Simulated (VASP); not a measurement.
# ZnS (F-43m) in VASP: further runs

The runs below take ZnS through single point, with PBE.

All numbers are computed with VASP 6.6.1; they aren't measurements. Logs are shortened: lines on timing, memory, paths and dates and some standing lists are left out, and cuts for length are marked.

## Step 1: The undisturbed crystal

Symmetry: F-43m, No. 216, cubic system. The conventional cell has a = 5.404 Å, b = 5.404 Å, c = 5.404 Å, α = 90.00°, β = 90.00°, γ = 90.00°. Zn (site symmetry -43m) is surrounded by 4 S at 2.34 Å. Around S (site symmetry -43m) lie 4 Zn at 2.34 Å.

## Step 2: Single point, PBE (grid = ENCUT=400 dk=0.45 cell=2x2x1 ISMEAR=0 SIGMA=0.05 LREAL=Auto EDIFF=1e-06)

INCAR reads:

```
PREC = Accurate
ENCUT = 400
EDIFF = 1E-6
ISMEAR = 0
SIGMA = 0.05
LREAL = Auto
LASPH = True
NELM = 120
ALGO = Fast
ISIF = 2
LWAVE = False
LCHARG = False
GGA = PE
NBANDS = 44
```

KPOINTS reads:

```
regular mesh
0
Gamma
  5 5 5
```

POSCAR reads:

```
ZnS
1.0
    0.0000000000      5.4040000000      5.4040000000
    5.4040000000      0.0000000000      5.4040000000
    2.7020000000      2.7020000000      0.0000000000
Zn S
4 4
Direct
    0.3750000000      0.3750000000      0.7500000000
    0.3750000000      0.8750000000      0.7500000000
    0.8750000000      0.3750000000      0.7500000000
    0.8750000000      0.8750000000      0.7500000000
    0.0000000000      0.0000000000      0.0000000000
    0.0000000000      0.5000000000      0.0000000000
    0.5000000000      0.0000000000      0.0000000000
    0.5000000000      0.5000000000      0.0000000000
```

Potentials or basis: VASP PAW PBE potentials, release 64 (Zn, S).

Run with:

```sh
> cat potpaw_PBE.64/Zn/POTCAR potpaw_PBE.64/S/POTCAR > POTCAR
> mpirun -np 1 vasp_std > vasp.out
```

OUTCAR:

```text
PREC = Accurate
   ENCUT = 400
   EDIFF = 1E-6
   ISMEAR = 0
   LREAL = Auto
   LASPH = True
   NELM = 120
   ISIF = 2
   GGA = PE

 Found     27 irreducible k-points:

 Following reciprocal coordinates:
            Coordinates               Weight
  0.000000  0.000000  0.000000      1.000000
  0.200000  0.000000  0.000000      4.000000
  0.400000  0.000000  0.000000      4.000000
  0.200000  0.200000  0.000000      2.000000
  0.400000  0.200000  0.000000      4.000000
 -0.400000  0.200000  0.000000      4.000000
   k-points           NKPTS =     27   k-points in BZ     NKDIM =     27   number of bands    NBANDS=     44
   number of dos      NEDOS =    301   number of ions     NIONS =      8
   total plane-waves  NPLWV =  70000
   dimension x,y,z NGX =    50 NGY =   50 NGZ =   28
   dimension x,y,z NGXF=   100 NGYF=  100 NGZF=   56
   ions per type =               4   4
   NGX,Y,Z   is equivalent  to a cutoff of  10.88, 10.88, 12.18 a.u.
   NGXF,Y,Z  is equivalent  to a cutoff of  21.75, 21.75, 24.36 a.u.
 SYSTEM =  unknown system
   PREC   = accura    normal or accurate (medium, high low for compatibility)
   ISTART =      0    job   : 0-new  1-cont  2-samecut
   ICHARG =      2    charge: 1-file 2-atom 10-const
   ISPIN  =      1    spin polarized calculation?
   LNONCOLLINEAR =      F non collinear calculations
   LSORBIT =      F    spin-orbit coupling
   LASPH  =      T    aspherical Exc in radial PAW
   ENCUT  =  400.0 eV  29.40 Ry    5.42 a.u.  12.46 12.46  6.23*2*pi/ulx,y,z
   NELM   =    120;   NELMIN=  2; NELMDL= -5     # of ELM steps
   EDIFF  = 0.1E-05   stopping-criterion for ELM
   LREAL  =      T    real-space projection
   EDIFFG = 0.1E-04   stopping-criterion for IOM
   NSW    =      0    number of steps for IOM
   IBRION =     -1    ionic relax: 0-MD 1-quasi-New 2-CG
   NFREE  =      0    steps in history (QN), initial steepest desc. (CG)
   ISIF   =      2    stress and relaxation
   ISYM   =      2    0-nonsym 1-usesym 2-fastsym
   POTIM  = 0.5000    time-step for ionic-motion
   TEBEG  =    0.0;   TEEND  =   0.0 temperature during run
   PSTRESS=    0.0 pullay stress
   NELECT =      72.0000    total number of electrons
   NUPDOWN=      -1.0000    fix difference up-down
   EMIN   =  10.00;   EMAX   =-10.00  energy-range for DOS
   EFERMI =   0.00;   METHOD = LEGACY
   ISMEAR =     0;   SIGMA  =   0.05  broadening in eV -4-tet -1-fermi 0-gaus
   EFERMI_NEDOS =   21; number of points for ismear=-14 and -15
   IALGO  =     68    algorithm
   IMIX   =      4    mixing-type and parameters
     AMIX     =   0.40;   BMIX     =  1.00
     AMIX_MAG =   1.60;   BMIX_MAG =  1.00
  volume/ion in A,a.u.               =      19.73       133.12
  Fermi-wavevector in a.u.,A,eV,Ry     =   1.260290  2.381602 21.610537  1.588330
  Thomas-Fermi vector in A             =   2.393807
   LORBIT       =      0    0 simple, 1 ext, 2 COOP (PROOUT), +10 PAW based schemes
   GGA     = PE    functional components
   LHFCALC =     F    Hartree Fock is set to
   AEXX    =    0.0000 exact exchange contribution
   IVDW    =     0    specifies the selected vdW correction
   LEPSILON=     F    determine dielectric tensor
   LRPA    =     F    only Hartree local field effects (RPA)
 non-spin polarized calculation
 RMM-DIIS sequential band-by-band and
 Gauss-broadening in eV      SIGMA  =   0.05
  energy-cutoff  :      400.00
  volume of cell :      157.81
 maximum number of plane-waves:      2885
 NGX is ok and might be reduce to    50
   NGX = 25   NGY = 25   NGZ = 13

 number of electron      71.9999948 magnetization

 Free energy of the ion-electron system (eV)
  ---------------------------------------------------
  ext. energy  EPLUGINS =         0.00000000
  ---------------------------------------------------
  free energy    TOTEN  =       -27.37899336 eV

  energy without entropy =      -27.37899336  energy(sigma->0) =      -27.37899336

 E-fermi :   2.3610     XC(G=0):  -9.6294

 val. band max:        2.1094117094   @ k =   0.0000   0.0000   0.0000
 cond. band min:       4.2217269250   @ k =   0.0000   0.0000   0.0000
 fundamental gap:      2.1123152156
 Fermi energy:         2.3610258183

 k-point     1 :       0.0000    0.0000    0.0000
  band No.  band energies     occupation
      1     -11.0328      2.00000
      2     -10.1054      2.00000
      3     -10.1054      2.00000
      4      -9.7933      2.00000
      5      -4.2550      2.00000
      6      -4.2273      2.00000
[... 36 lines left out ...]
     43       8.5037      0.00000
     44       8.5058      0.00000

 k-point     2 :       0.2000    0.0000    0.0000
  band No.  band energies     occupation
      1     -10.9572      2.00000
      2     -10.2104      2.00000
      3     -10.0795      2.00000
      4      -9.8275      2.00000
      5      -4.2294      2.00000
      6      -4.2273      2.00000
[... 36 lines left out ...]
     43       8.6281      0.00000
     44       8.6797      0.00000

 k-point     3 :       0.4000    0.0000    0.0000
  band No.  band energies     occupation
      1     -10.7487      2.00000
      2     -10.4655      2.00000
      3     -10.0082      2.00000
      4      -9.9123      2.00000
      5      -4.2097      2.00000
      6      -4.1791      2.00000
[... 36 lines left out ...]
     43       8.6519      0.00000
     44       9.0345      0.00000

 k-point     4 :       0.2000    0.2000    0.0000
  band No.  band energies     occupation
      1     -10.9320      2.00000
      2     -10.1146      2.00000
      3     -10.1146      2.00000
      4      -9.9339      2.00000
      5      -4.2641      2.00000
      6      -4.2404      2.00000
[... 36 lines left out ...]
     43       8.7399      0.00000
     44       8.7778      0.00000

 k-point     5 :       0.4000    0.2000    0.0000
  band No.  band energies     occupation
      1     -10.7675      2.00000
      2     -10.3245      2.00000
      3     -10.0737      2.00000
      4      -9.9842      2.00000
      5      -4.2435      2.00000
      6      -4.2404      2.00000
[... 36 lines left out ...]
     43       8.4088      0.00000
     44       8.9565      0.00000

 k-point     6 :      -0.4000    0.2000    0.0000
  band No.  band energies     occupation
      1     -10.6023      2.00000
      2     -10.5077      2.00000
      3     -10.1891      2.00000
      4      -9.8641      2.00000
      5      -4.1960      2.00000
      6      -4.1934      2.00000
[... 36 lines left out ...]
     43       8.4804      0.00000
     44       8.5084      0.00000

 [... further k-points ...]

------------------------ aborting loop because EDIFF is reached ----------------------------------------

  FORCE on cell =-STRESS in cart. coord.  units (eV):
  Direction    XX          YY          ZZ          XY          YZ          ZX
  --------------------------------------------------------------------------------------
  -------------------------------------------------------------------------------------
  Total        1.3830168      1.3830168      1.3417659      0.0367363      0.0000000      0.0000000
  in kB       14.0408048     14.0408048     13.6220137      0.3729580      0.0000000      0.0000000
  external PRESSURE =      13.9012078 kB  Pullay stress =       0.0000000 kB

 VOLUME and BASIS-vectors are now :
 -----------------------------------------------------------------------------
  energy-cutoff  :      400.00
  volume of cell :      157.81
      direct lattice vectors                 reciprocal lattice vectors
     0.000000000  5.404000000  5.404000000    -0.092524056  0.092524056  0.092524056
     5.404000000  0.000000000  5.404000000     0.092524056 -0.092524056  0.092524056
     2.702000000  2.702000000  0.000000000     0.185048113  0.185048113 -0.185048113

 POSITION                                       TOTAL-FORCE (eV/Angst)
 -----------------------------------------------------------------------------------
      4.05300      4.05300      4.05300         0.000000      0.000000     -0.001862
      6.75500      4.05300      6.75500         0.000000      0.000000     -0.001862
      4.05300      6.75500      6.75500         0.000000      0.000000     -0.001862
      6.75500      6.75500      9.45700         0.000000      0.000000     -0.001862
      0.00000      0.00000      0.00000         0.000000      0.000000      0.001862
      2.70200      0.00000      2.70200         0.000000      0.000000      0.001862
      0.00000      2.70200      2.70200         0.000000      0.000000      0.001862
      2.70200      2.70200      5.40400         0.000000      0.000000      0.001862
 -----------------------------------------------------------------------------------
    total drift:                                0.000032      0.000032      0.001168

  FREE ENERGIE OF THE ION-ELECTRON SYSTEM (eV)
  ---------------------------------------------------
  free  energy   TOTEN  =       -27.3789933585 eV

  energy  without entropy=      -27.3789933585  energy(sigma->0) =      -27.37899336
```

Run time: 2.2 min. Hardware: 1 thread of Intel Xeon 6975P-C (Granite Rapids), shared host; peak memory 0.28 GiB.

These settings aren't checked as converged: the numbers below hold their error.

What came out:

| Property | Result |
| --- | --- |
| Free energy | -27.3790 eV |
| Pressure | 1.4 GPa |
| Band gap on the k mesh | 2.11 eV |

## Step 3: Single point, PBE (grid = ENCUT=350 dk=0.35 cell=2x2x1 ISMEAR=0 SIGMA=0.05 LREAL=Auto EDIFF=1e-06)

Edit INCAR of step 2 so:

```diff
@@ -1,3 +1,3 @@
 PREC = Accurate
-ENCUT = 400
+ENCUT = 350
 EDIFF = 1E-6
```

KPOINTS reads:

```
regular mesh
0
Gamma
  6 6 6
```

POSCAR is that of step 2.

Potentials or basis: VASP PAW PBE potentials, release 64 (Zn, S).

Run with:

```sh
> cat potpaw_PBE.64/Zn/POTCAR potpaw_PBE.64/S/POTCAR > POTCAR
> mpirun -np 1 vasp_std > vasp.out
```

OUTCAR:

```text
PREC = Accurate
   ENCUT = 350
   EDIFF = 1E-6
   ISMEAR = 0
   LREAL = Auto
   LASPH = True
   NELM = 120
   ISIF = 2
   GGA = PE

 Found     52 irreducible k-points:

 Following reciprocal coordinates:
            Coordinates               Weight
  0.000000  0.000000  0.000000      1.000000
  0.166667  0.000000  0.000000      4.000000
  0.333333  0.000000  0.000000      4.000000
  0.500000  0.000000  0.000000      2.000000
  0.166667  0.166667  0.000000      2.000000
  0.333333  0.166667  0.000000      4.000000
   k-points           NKPTS =     52   k-points in BZ     NKDIM =     52   number of bands    NBANDS=     44
   number of dos      NEDOS =    301   number of ions     NIONS =      8
   total plane-waves  NPLWV =  55296
   dimension x,y,z NGX =    48 NGY =   48 NGZ =   24
   dimension x,y,z NGXF=    96 NGYF=   96 NGZF=   48
   ions per type =               4   4
   NGX,Y,Z   is equivalent  to a cutoff of  10.44, 10.44, 10.44 a.u.
   NGXF,Y,Z  is equivalent  to a cutoff of  20.88, 20.88, 20.88 a.u.
 SYSTEM =  unknown system
   PREC   = accura    normal or accurate (medium, high low for compatibility)
[... 67 lines left out ...]
  band No.  band energies     occupation
      1     -11.0340      2.00000
      2     -10.1063      2.00000
      3     -10.1063      2.00000
      4      -9.7941      2.00000
      5      -4.2468      2.00000
      6      -4.2163      2.00000
[... 271 lines left out ...]
     43       8.4024      0.00000
     44       8.9925      0.00000

 [... further k-points ...]

------------------------ aborting loop because EDIFF is reached ----------------------------------------

  FORCE on cell =-STRESS in cart. coord.  units (eV):
  Direction    XX          YY          ZZ          XY          YZ          ZX
  --------------------------------------------------------------------------------------
  -------------------------------------------------------------------------------------
  Total        1.4178001      1.4178001      1.4041638      0.0119189      0.0000000      0.0000000
  in kB       14.3939363     14.3939363     14.2554960      0.1210047      0.0000000      0.0000000
  external PRESSURE =      14.3477895 kB  Pullay stress =       0.0000000 kB

 VOLUME and BASIS-vectors are now :
 -----------------------------------------------------------------------------
  energy-cutoff  :      350.00
  volume of cell :      157.81
      direct lattice vectors                 reciprocal lattice vectors
     0.000000000  5.404000000  5.404000000    -0.092524056  0.092524056  0.092524056
     5.404000000  0.000000000  5.404000000     0.092524056 -0.092524056  0.092524056
     2.702000000  2.702000000  0.000000000     0.185048113  0.185048113 -0.185048113

 POSITION                                       TOTAL-FORCE (eV/Angst)
 -----------------------------------------------------------------------------------
      4.05300      4.05300      4.05300        -0.000000     -0.000000     -0.000700
      6.75500      4.05300      6.75500        -0.000000     -0.000000     -0.000700
      4.05300      6.75500      6.75500        -0.000000     -0.000000     -0.000700
      6.75500      6.75500      9.45700        -0.000000     -0.000000     -0.000700
      0.00000      0.00000      0.00000         0.000000      0.000000      0.000700
      2.70200      0.00000      2.70200         0.000000      0.000000      0.000700
      0.00000      2.70200      2.70200         0.000000      0.000000      0.000700
      2.70200      2.70200      5.40400         0.000000      0.000000      0.000700
 -----------------------------------------------------------------------------------
    total drift:                               -0.000006     -0.000006      0.000146

  FREE ENERGIE OF THE ION-ELECTRON SYSTEM (eV)
  ---------------------------------------------------
  free  energy   TOTEN  =       -27.3833723288 eV

  energy  without entropy=      -27.3833723288  energy(sigma->0) =      -27.38337233
```

OSZICAR:

```text
N       E                     dE             d eps       ncg     rms          rms(c)
DAV:   1     0.484780882591E+03    0.48478E+03   -0.26438E+04  4576   0.150E+03
DAV:   2     0.317044674658E+02   -0.45308E+03   -0.43910E+03  4660   0.365E+02
DAV:   3    -0.266989048962E+02   -0.58403E+02   -0.57816E+02  5020   0.130E+02
[... 12 lines left out ...]
RMM:  16    -0.273833670494E+02    0.96385E-05   -0.50126E-05  5320   0.513E-02    0.217E-01
RMM:  17    -0.273833695920E+02   -0.25426E-05   -0.24050E-05  5215   0.316E-02    0.249E-01
RMM:  18    -0.273833744306E+02   -0.48386E-05   -0.15206E-05  4547   0.177E-02    0.169E-01
RMM:  19    -0.273833729934E+02    0.14371E-05   -0.63016E-06  4573   0.177E-02    0.107E-01
RMM:  20    -0.273833723288E+02    0.66461E-06   -0.33570E-06  3973   0.127E-02
   1 F= -.27383372E+02 E0= -.27383372E+02  d E =-.585485E-11
```

stdout:

```text
POSCAR found type information on POSCAR ZnS
 POSCAR found :  2 types and       8 ions
 scaLAPACK will be used
 -----------------------------------------------------------------------------
|                                                                             |
|                                                                             |
|     You have a (more or less) 'small supercell' and for smaller cells       |
|     it is recommended to use the reciprocal-space projection scheme!        |
|     The real-space optimization is not efficient for small cells and it     |
|     is also less accurate ...                                               |
|     Therefore, set LREAL=.FALSE. in the INCAR file.                         |
|                                                                             |
 -----------------------------------------------------------------------------

 LDA part: xc-table for (Slater+PW92), standard interpolation
 POSCAR, INCAR and KPOINTS ok, starting setup
 FFT: planning ... GRIDC
 FFT: planning ... GRID_SOFT
 FFT: planning ... GRID
 WAVECAR not read
 entering main loop
```

Wall time 2.9 min (1 thread of Intel Xeon 6975P-C (Granite Rapids), shared host); peak memory 0.3 GiB.

These settings aren't checked as converged: the numbers below hold their error.

Results:

| Item | Value |
| --- | --- |
| Free energy | -27.3834 eV |
| Pressure | 1.4 GPa |
| Band gap on the k mesh | 2.11 eV |

[end of part 1 of 2]
